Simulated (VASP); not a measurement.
## Lu: single point with LDA

The system is Lu.

```
CELL_PARAMETERS angstrom
-1.87188 1.87188 1.87188
1.87188 -1.87188 1.87188
1.87188 1.87188 -1.87188
ATOMIC_POSITIONS crystal
Lu 0.00000 0.00000 0.00000
```

This isn't the form of Lu at room conditions, which is hcp.

```
Program                : VASP 6.6.1
Task                   : single point
Functional             : LDA
Potentials or basis    : VASP PAW PBE potentials, release 64 (Lu)
Cutoff                 : 520 eV
k mesh                 : 19 × 19 × 19
Occupations            : fermi-dirac, width 0.1 eV
Spin                   : no spin polarisation
Dipole correction      : no
Further INCAR settings : ALGO = Normal; EDIFF = 1e-06; NBANDS = 18
```

| Item | Value |
| --- | --- |
| Pressure | 0.3 GPa |
| Band gap on the k mesh | none (metal or under the smearing width) |

Levels at points of the mesh, in eV from the Fermi level:
```csv
k point,band 9,band 10,band 11,band 12,band 13,band 14,band 15,band 16
"(0.00, 0.00, 0.00)",-4.93,-4.93,-4.93,-4.91,2.10,2.10,2.10,4.63
```

Wall time 50 s on 1 thread of Intel(R) Xeon(R) Platinum 8259CL CPU @ 2.50GHz (Skylake/Cascade Lake), on a shared host, peak memory 0.22 GiB.

Caveat: the PAW data sets were made with another functional, which shifts forces and pressure a little. The run has no spin-orbit coupling, so splittings on Lu are missing.
